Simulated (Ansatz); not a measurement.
# Zr (beta tin type): the cost of one run

Computed with Ansatz 0.2.0 (DFT PBE, with the methods named in each step, unless a step's input says otherwise).

## Step 1: Starting point

It takes space group I4_1/amd (No. 141, tetragonal). The conventional cell has a = 5.597 Å, b = 5.597 Å, c = 3.078 Å, α = 90.00°, β = 90.00°, γ = 90.00°. Around Zr (site symmetry -4m2) lie 6 Zr at 2.90 to 3.08 Å.

As a file:

```
Zr
1.0
    -2.79833    2.79833    1.53908
     2.79833   -2.79833    1.53908
     2.79833    2.79833   -1.53908
Zr
2
Direct
  0.62500 0.87500 0.75000
  0.37500 0.12500 0.25000
```

Whether this phase is the stable one at these pressures isn't tested.

Atoms are numbered in the order of the input: Zr1, Zr2.

## Step 2: Cell relaxed at zero pressure, PAW

The input, input.yaml:

```yaml
crystal:
  lattice:
    - [-2.7983315663, 2.7983315663, 1.5390823615]
    - [2.7983315663, -2.7983315663, 1.5390823615]
    - [2.7983315663, 2.7983315663, -1.5390823615]
  atoms:
    - { symbol: Zr, position: [-0.375, -0.125, -0.25] }
    - { symbol: Zr, position: [0.375, 0.125, 0.25] }
kpoints:
  mp_grid: { grid: [14, 14, 14] }
scf:
  occupations: { method: fermi_dirac, width: 0.1 }
hamiltonian:
  xc: pbe
  pseudopotentials: { kind: paw }
output:
  forces: true
  stress: true
relax:
  f_tol: 0.005
  max_steps: 40
  cell: {}
```

Run with:

```console
ansatz run input.yaml --threads 1 --pin off --max-ram 2048MiB --backend cpu --events-out ev --progress --plain --runs-dir out
```

**Question.** How long does this run take on 1 thread of Intel Xeon Platinum 8375C at 2.90GHz (Ice Lake), shared host, and how much memory does it need?

About 30 s, with a peak of 0.51 GiB.
